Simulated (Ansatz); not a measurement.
AlNi, 2 atoms in the cell. The structure is cubic, space group Pm-3m (No. 221). The conventional cell has a = 2.881 Å, b = 2.881 Å, c = 2.881 Å, α = 90.00°, β = 90.00°, γ = 90.00°. Ni (site symmetry m-3m) has 8 Al at 2.50 Å as nearest neighbours. Around Al (site symmetry m-3m) lie 8 Ni at 2.50 Å. 

| Property | Result |
| --- | --- |
| Program | Ansatz 0.2.0 |
| Task | relaxation of cell and atoms |
| Functional | revPBE |
| Potentials or basis | Ansatz PAW |
| Cutoff | 420 eV (not typed: the program's choice for these potentials) |
| k mesh | 9 × 9 × 9 |
| Occupations | fermi-dirac, width 0.05 eV |
| Spin | collinear spin, ferromagnetic start |
| Starting moments | [1.0, 0.0] μB |

Potentials or basis: Ansatz PAW.

Command:

```console
$ ansatz run input.yaml --threads 2 --pin off --max-ram 5632MiB --backend cpu --events-out ev --progress --plain --runs-dir out
```

Hardware: 2 threads of Intel(R) Xeon(R) Processor @ 2.50GHz (Skylake/Cascade Lake), on a shared host.

Task: Estimate the wall time of this run.

Result: Run time: 11 s on 2 threads of Intel(R) Xeon(R) Processor @ 2.50GHz (Skylake/Cascade Lake) (shared host), peak memory 0.33 GiB. Counts: scf iterations 49, plane waves 461, k points 35, bands 15, ion steps 5.
